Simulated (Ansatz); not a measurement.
The system is MnO2.

```
CELL_PARAMETERS angstrom
1.42843 0.82471 4.58393
-1.42843 0.82471 4.58393
0.00000 -1.64941 4.58393
ATOMIC_POSITIONS crystal
Mn 0.00000 0.00000 0.00000
O 0.73564 0.73564 0.73564
O 0.26436 0.26436 0.26436
```

Measurements of this composition are mostly on another form, of space group No. 136.

| Quantity | Value |
| --- | --- |
| Program | Ansatz 0.2.0 |
| Task | relaxation of cell and atoms |
| Functional | PBEsol |
| Potentials or basis | Ansatz PAW |
| Cutoff | 420 eV (not typed: the program's choice for these potentials) |
| k mesh | 11 × 11 × 11 |
| Occupations | fermi-dirac, width 0.05 eV |
| Spin | collinear spin, ferromagnetic start |
| Starting moments | [4.0, 0.0, 0.0] μB |

At the start: volume 10.80 Å³/atom.

**Question.** How do energy, volume and symmetry change on relaxing?

**Answer.** It ends after 19 steps and the volume is 11.51 Å³/atom (+6.6 %); space group R-3m (No. 166, to 0.05 Å); moment 3.00 μB per cell.

The path:
```
step  energy change (eV)  largest force (eV/Å)  volume (Å³)
   1              0.0000                0.1635        32.40
   2             -0.0023                0.0709        32.80
   3             -0.0026                0.0079        32.94
   4             -0.0027                0.0004        32.91
   5             -0.0066                0.0008        32.91
   6             -0.0053                0.0043        33.32
   7             -0.0041                0.0018        33.56
   8             -0.0081                0.0021        33.56
   9             -0.0068                0.0028        33.87
  10             -0.0062                0.0169        33.98
  11             -0.0061                0.0004        33.99
  12             -0.0087                0.0008        33.99
  13             -0.0075                0.0009        34.25
  14             -0.0089                0.0008        34.25
  15             -0.0083                0.0001        34.38
  16             -0.0080                0.0001        34.43
  17             -0.0090                0.0001        34.43
  18             -0.0084                0.0004        34.54
  19             -0.0090                0.0004        34.54
```

Final structure:
```
Mn O
1.0
     1.42066    0.82022    4.94087
    -1.42066    0.82022    4.94087
     0.00000   -1.64044    4.94087
Mn O
1 2
Direct
  0.00000 0.00000 0.00000
  0.73070 0.73070 0.73070
  0.26930 0.26930 0.26930
```

Caveat: the plane-wave basis is chosen anew once the cell has moved, so the energies of steps on either side of that aren't comparable; the pressure holds a Pulay correction of +0.8 GPa for the finite cutoff; a cell with one magnetic atom can't hold antiferromagnetic order, which such compounds often take; the PAW data sets come from PBE, with cores solved anew for the run's functional, which leaves a small shift of forces and pressure.
